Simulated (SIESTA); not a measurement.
AlFe:

```
Fe Al
1.0
     2.91000    0.00000    0.00000
     0.00000    2.91000    0.00000
     0.00000    0.00000    2.91000
Fe Al
1 1
Cartesian
  1.4550 1.4550 1.4550
  0.0000 0.0000 0.0000
```

| Quantity | Value |
| --- | --- |
| Program | SIESTA 5.4.2 |
| Task | relaxation of cell and atoms |
| Functional | PBEsol |
| Potentials or basis | PseudoDojo 0.4 standard (PBEsol files) |
| Basis | DZP (energy shift 0.003 Ry; two zetas on semicore shells) |
| Grid cutoff | 800 Ry |
| Energy shift | 0.003 Ry |
| k mesh | 7 × 7 × 7 |
| Occupations | fermi-dirac, width 0.05 eV |
| Spin | collinear spin, ferromagnetic start |
| Starting moments | [3.0, 0.0] μB |

At the start: pressure -11.2 GPa; volume 12.32 Å³/atom.

Question: Where does the relaxation end?

Answer: Over 7 steps the energy falls by 29.4 meV/atom and the volume is 11.52 Å³/atom (-6.5 %); space group Pm-3m (No. 221, to 0.05 Å); moment 0.74 μB per cell.

The path:
| step | energy change (eV) | largest force (eV/Å) | pressure (GPa) | volume (Å³) |
| --- | --- | --- | --- | --- |
| 1 | 0.0000 | 0.0000 | -11.19 | 24.64 |
| 2 | -0.0072 | 0.0000 | -10.65 | 24.54 |
| 3 | -0.0556 | 0.0000 | 3.11 | 22.70 |
| 4 | -0.0579 | 0.0000 | -1.49 | 23.25 |
| 5 | -0.0588 | 0.0000 | 0.61 | 22.99 |
| 6 | -0.0588 | 0.0000 | -0.25 | 23.09 |
| 7 | -0.0589 | 0.0000 | 0.09 | 23.05 |

Final structure:
```
Fe Al
1.0
     2.84589    0.00000    0.00000
     0.00000    2.84589    0.00000
     0.00000    0.00000    2.84589
Fe Al
1 1
Cartesian
  1.4229 1.4229 1.4229
  0.0000 0.0000 0.0000
```

Caveat: short orbitals over semicore shells can move pressures by several GPa; the basis of atomic orbitals isn't converged, which shifts pressures, moduli and gaps.
